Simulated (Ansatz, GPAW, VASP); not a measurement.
## Li2S: 3 runs at one level of theory

```xyz
3
Lattice="0.0000 2.8445 2.8445 2.8445 0.0000 2.8445 2.8445 2.8445 0.0000" Properties=species:S:1:pos:R:3 pbc="T T T"
S     0.0000    0.0000    0.0000
Li    4.2668    4.2668    4.2668
Li    1.4223    1.4223    1.4223
```

Alike in all runs: task single point; functional PBEsol; k mesh 8 × 8 × 8; occupations gaussian, width 0.02 eV; no spin polarisation; no spin-orbit coupling. Pressure is positive in compression and, in plane waves, holds the error of the finite cutoff, which Ansatz's Pulay term estimates and takes out.

| program and potentials | plane-wave cutoff (eV) | notes | band gap (eV) | pressure (GPa) |
| --- | --- | --- | --- | --- |
| Ansatz, Ansatz PAW | 420 | potentials made for PBE, which Ansatz adapts in part; 4 valence electrons an atom on average | 3.22 | -0.73 |
| GPAW, PAW data sets generated for this functional | 800 | 2.67 valence electrons an atom on average | ? | ? |
| VASP, PBE PAW files Li, S, 500 eV | 500 | potentials made for PBE; 2.67 valence electrons an atom on average | 3.22 | -0.47 |

Estimate from the other rows what the run with GPAW, PAW data sets generated for this functional gave.

Band gap 3.21 eV; pressure -0.56 GPa. The other rows, which needn't bracket it: band gap 3.22; pressure -0.73 to -0.47.
